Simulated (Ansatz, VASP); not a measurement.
**Two plane-wave programs on GaP2**

File INCAR:

```
SYSTEM = GaP2
ALGO = Normal ; EDIFF = 1E-7
ENCUT = 520 ; GGA = PE
ISIF = 2 ; ISMEAR = 0
LASPH = .TRUE. ; LCHARG = .FALSE.
LREAL = .FALSE. ; LWAVE = .FALSE.
NBANDS = 32 ; NELM = 60
PREC = Accurate ; SIGMA = 0.1
```

File KPOINTS:

```
k-points
0
G
  6 6 4
  0 0 0
```

POSCAR

```
GaP2
1.0
    4.4565489400      0.0000000000      0.0000000000
   -2.2282744700      3.8594846000      0.0000000000
    0.0000000000      0.0000000000      7.0489615400
Ga P
2 4
Direct
    0.0000000000      0.0000000000      0.2500000000
    0.0000000000      0.0000000000      0.7500000000
    0.3333333300      0.6666666700      0.4540000000
    0.6666666700      0.3333333300      0.9540000000
    0.3333333300      0.6666666700      0.0460000000
    0.6666666700      0.3333333300      0.5460000000
```

Input for Ansatz:

```yaml
crystal:
  lattice:
    - [4.45654894, 0.0, 0.0]
    - [-2.22827447, 3.8594846, 0.0]
    - [0.0, 0.0, 7.04896154]
  atoms:
    - { symbol: Ga, position: [0.0, 0.0, 0.25] }
    - { symbol: Ga, position: [0.0, 0.0, 0.75] }
    - { symbol: P, position: [0.33333333, 0.66666667, 0.454] }
    - { symbol: P, position: [0.66666667, 0.33333333, 0.954] }
    - { symbol: P, position: [0.33333333, 0.66666667, 0.046] }
    - { symbol: P, position: [0.66666667, 0.33333333, 0.546] }
basis:
  ecutwfc: 420
kpoints:
  mp_grid: { grid: [6, 6, 4] }
hamiltonian:
  xc: pbe
scf:
  occupations: { method: gaussian, width: 0.1 }
  lower_state_search: "off"
output:
  forces: true
  stress: true
  eigenvalues: true
```

Change from the starting cell: species swapped into the EuIn2 type (P6_3/mmc, No. 194).

Alike in both runs: task single point; functional PBE; k mesh 6 × 6 × 4; occupations gaussian, width 0.1 eV; no spin polarisation.

|  | VASP | Ansatz |
| --- | --- | --- |
| version | VASP 6.6.1 | Ansatz 0.2.0 |
| potentials or method | VASP PAW PBE potentials, release 64 (Ga_d, P) | scalar-relativistic, plane waves, PAW |
| plane-wave cutoff (eV) | 520 | 420 |
| valence electrons in the cell | 46 | 46 |

Ansatz gave:

- gap on the k mesh at the Fermi level (eV): none
- pressure (GPa): -7.4
- largest component of the traceless stress (GPa): 2.70
- rms of the force components (eV/Å): 0.075

Task: Estimate VASP's values.

Result: gap on the k mesh at the Fermi level (eV): none; pressure (GPa): -7.4; largest component of the traceless stress (GPa): 2.71; rms of the force components (eV/Å): 0.074.

Atom by atom the forces differ by 0.001 eV/Å (rms over components). A gap of «none» marks a metal or a gap that the smearing closes.
